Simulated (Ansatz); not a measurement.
The cell is COD entry 1010880, as deposited and not checked against the literature; nothing was relaxed. It is an old determination, and later ones may differ.

An input for CaSe: DFT, LDA, PAW with Ansatz's default frozen-core files, scalar-relativistic (Ansatz 0.2.0). The PAW files were made with PBE; their cores are remade for this functional.

```yaml
crystal:
  lattice:
    - [0.0, 2.956, 2.956]
    - [2.956, 0.0, 2.956]
    - [2.956, 2.956, 0.0]
  atoms:
    - { symbol: Ca, position: [0.0, 0.0, 0.0] }
    - { symbol: Se, position: [0.5, 0.5, 0.5] }
kpoints:
  mp_grid: { grid: [7, 7, 7] }
  band_path:
    path:
      - [0.0, 0.0, 0.0]
      - [0.5, 0.0, 0.5]
      - [0.625, 0.25, 0.625]
      - [0.375, 0.375, 0.75]
      - [0.0, 0.0, 0.0]
      - [0.5, 0.5, 0.5]
      - [0.5, 0.25, 0.75]
      - [0.5, 0.0, 0.5]
    npoints: 5
scf:
  occupations: { method: fermi_dirac, width: 0.01 }
hamiltonian:
  xc: lda
  pseudopotentials: { kind: paw }
output:
  forces: true
  stress: true
  eigenvalues: true
  efg: { contact_densities: true }
```

The results part of the log:

```
SCF 1 converged in 6 iterations: F = -7160.059720 eV  dr2 = 7.01e-9
  greatest PAW one-centre occupation: 1.000 electrons in one spin orbital (limit 2), on the Se atom at site 1 (counted from 0), in its partial waves of l = 2
NSCF: frozen V_eff on 36 k-points
SCF converged after 6 iterations
Free energy (F): -7160.059720 eV
Harris-Foulkes:  -7160.059720 eV  (|F-HF|=3.40e-9)
Internal energy: -7160.059720 eV  (E = F + TS)
E sigma→0 (E₀):  -7160.059720 eV
Fermi energy:    7.792677 eV
--- Per-component energies (eV) ---
  E_band       = -518.362471
  E_kinetic    = 398.235660
  E_local      = -3212.827719  (includes V_loc(G=0)·N_el)
  E_nonlocal   = -523.250137
  E_hartree    = 1470.615969
  E_xc         = -240.282263
  E_vxc        = -270.429814  (∫ρ·V_xc dr)
  E_paw        = -2642.616802  (= ΣΔE_a)
  E_vpaw       = 148.675119  (= ΣTr[D̂ρ^β])
  E_aug_tail   = -0.000603  (compensation charges beyond the density's cutoff)
  E_ewald      = -2412.434353
  E_core_change = 2.500528  (= ΣΔE_core)
  E_smearing   = -0.000000  (= −TS)
  E_closure    = 0.000000  (closes the sum)
  Σ components = -7160.059720   (vs F -7160.059720, Δ=0.00e0)
--- Forces (eV/Å), atoms counted from 1 ---
  atom   1  Ca    -0.00000000    -0.00000000     0.00000000
  atom   2  Se    -0.00000000     0.00000000     0.00000000
  max |Σ_I F_I| component: 1.12e-30 eV/Å
--- Stress (GPa, compression-positive) ---
       -3.119837      -0.000000       0.000000
        0.000000      -3.119837      -0.000000
       -0.000000      -0.000000      -3.119837
  P = ⅓ Tr σ = -3.1198 GPa (-31.198 kbar)
--- PAW observables at the nuclei: V_zz in 10²¹ V/m², potentials from the cell's mean, atoms counted from 1 ---
  atom   1  Ca V_zz =    +0.000000   η = 0.0000   by run symmetry: forbidden
            electrostatic potential = -2214.060616 V   contact ρ = 40968.120941 e/Å³
  atom   2  Se V_zz =    -0.000000   η = 0.0000   by run symmetry: forbidden
            electrostatic potential = -4709.965690 V   contact ρ = 261614.469361 e/Å³
--- Band table (eV; the first three rows and the last of 20) ---
  k-point 0: bands = ["-39.2590", "-39.2590", "-39.2535", "-39.2535", "-39.2535", "-32.5407", "-13.7762", "-13.7762", "-13.7762", "-5.0455", "6.8276", "6.8276", "6.8276", "9.9221", "10.3837", "10.3837", "10.3837"]
  k-point 1: bands = ["-39.2590", "-39.2590", "-39.2535", "-39.2535", "-39.2535", "-32.5394", "-13.7997", "-13.7777", "-13.7777", "-4.9249", "5.8473", "6.5165", "6.5165", "10.2700", "10.6556", "10.6556", "11.1702"]
  k-point 2: bands = ["-39.2590", "-39.2590", "-39.2535", "-39.2534", "-39.2534", "-32.5363", "-13.8514", "-13.7811", "-13.7811", "-4.6368", "4.4561", "5.9843", "5.9843", "10.4686", "11.3025", "11.3025", "12.6559"]
  k-point 19: bands = ["-39.2592", "-39.2590", "-39.2534", "-39.2534", "-39.2533", "-32.5309", "-13.8422", "-13.8410", "-13.8077", "-4.3778", "4.6502", "4.7158", "5.4060", "10.6631", "11.5607", "12.1391", "12.5280"]
```
